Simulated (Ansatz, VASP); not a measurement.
Two plane-wave programs on NaCl

```xyz
2
Lattice="3.3027 0.0000 0.0000 0.0000 3.3027 0.0000 0.0000 0.0000 3.3027" Properties=species:S:1:pos:R:3 pbc="T T T"
Na    0.0000    0.0000    0.0000
Cl    1.6514    1.6514    1.6514
```

Alike in both runs: task single point; functional PBEsol; k mesh 8 × 8 × 8; occupations gaussian, width 0.05 eV; no spin polarisation.

```csv
,VASP,Ansatz
version,VASP 6.6.1,Ansatz 0.2.0
potentials or method,"VASP PAW PBE potentials, release 64 (Na_pv, Cl)","scalar-relativistic, plane waves, PAW"
plane-wave cutoff (eV),520,420
valence electrons in the cell,14,16
```

```csv
,VASP,Ansatz,Ansatz less VASP
gap on the k mesh at the Fermi level (eV),4.48,4.48,+0.003
least direct gap on the mesh (eV),5.15,5.15,+0.003
pressure (GPa),5.0,5.0,-0.04
```

The two sets of potentials don't hold the same shells in valence.

Caveats: the PAW data sets were made with another functional, which shifts forces and pressure a little (VASP). A k mesh can miss the band edges.
